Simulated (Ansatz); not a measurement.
Crystal: Sn.

```
Sn
1.0
    -1.89465    1.89465    1.89465
     1.89465   -1.89465    1.89465
     1.89465    1.89465   -1.89465
Sn
1
Cartesian
  0.0000 0.0000 0.0000
```

This isn't the form of Sn at room conditions, which is tetragonal (white tin).

- Program: Ansatz 0.2.0
- Task: relaxation of cell and atoms
- Functional: HF
- Potentials or basis: Ansatz PAW
- Cutoff: 420 eV (not typed: the program's choice for these potentials)
- k mesh: 5 × 5 × 5
- Occupations: fermi-dirac, width 0.05 eV
- Spin: no spin polarisation

At the start: volume 27.20 Å³/atom.

Q: How do energy, volume and symmetry change on relaxing?

A: It ends after 6 steps and the volume is 33.40 Å³/atom (+22.8 %); space group Im-3m (No. 229, to 0.05 Å).

The path:
```
step  energy change (eV)  largest force (eV/Å)  volume (Å³)
   1              0.0000                0.0000        27.20
   2             -0.1646                0.0000        31.38
   3             -0.1798                0.0000        32.68
   4             -0.1814                0.0000        33.47
   5             -0.1814                0.0000        33.40
   6             -0.1837                0.0000        33.40
```

Final structure:
```xyz
1
Lattice="-2.0288 2.0288 2.0288 2.0288 -2.0288 2.0288 2.0288 2.0288 -2.0288" Properties=species:S:1:pos:R:3 pbc="T T T"
Sn    0.0000    0.0000    0.0000
```

Caveat: the k mesh is coarse (spacing up to 0.47 Å⁻¹), so the values aren't converged, least of all with exact exchange; the volume moved by over 15 % at a fixed basis, so the end points are rough; the plane-wave basis is chosen anew once the cell has moved, so the energies of steps on either side of that aren't comparable; the PAW data sets come from PBE, with cores solved anew for the run's functional, which leaves a small shift of forces and pressure.
